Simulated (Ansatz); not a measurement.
# BeTe: the cost of one run

Method: reference: DFT r2SCAN, plane waves, PAW, scalar-relativistic, no spin polarisation, in Ansatz 0.2.0.

The COD entry's cell or inner coordinates are ideal or old and differ from later refinements, so a difference from it is no clean test against experiment.

### 1 The structure to begin with

It takes space group F-43m (No. 216, cubic). The conventional cell has a = 5.501 Å, b = 5.501 Å, c = 5.501 Å, α = 90.00°, β = 90.00°, γ = 90.00°. Be (site symmetry -43m) is surrounded by 4 Te at 2.38 Å. Te (site symmetry -43m) is surrounded by 4 Be at 2.38 Å.

Structure file:

```xyz
2
Lattice="0.0000 2.7506 2.7506 2.7506 0.0000 2.7506 2.7506 2.7506 0.0000" Properties=species:S:1:pos:R:3 pbc="T T T"
Be    0.0000    0.0000    0.0000
Te    1.3753    1.3753    1.3753
```

### 2 Baseline

Input file input.yaml:

```yaml
crystal:
  lattice:
    - [0.0, 2.750595, 2.750595]
    - [2.750595, 0.0, 2.750595]
    - [2.750595, 2.750595, 0.0]
  atoms:
    - { symbol: Be, position: [0.0, 0.0, 0.0] }
    - { symbol: Te, position: [0.25, 0.25, 0.25] }
  symmetry: { tolerance: 0.0003 }
kpoints:
  mp_grid: { grid: [6, 6, 6], shift: [0, 0, 0] }
magnetization:
  spin_polarized: false
scf:
  occupations: { method: cold, width: 0.0163 }
hamiltonian:
  pseudopotentials: { kind: paw }
  xc: r2scan
basis:
  ecutwfc: 500
output:
  forces: true
  stress: true
  eigenvalues: true
  write_density: true
  write_potential: true
  elf: true
  volumetric_format: npy
```

Command:

```bash
ansatz run input.yaml --threads 1 --pin off --max-ram 2560MiB --backend cpu --events-out ev --progress --plain --runs-dir out
```

What time and memory should one allow on 1 thread of an x86-64 CPU, shared host?

About 1.9 s, with a peak of 0.46 GiB.
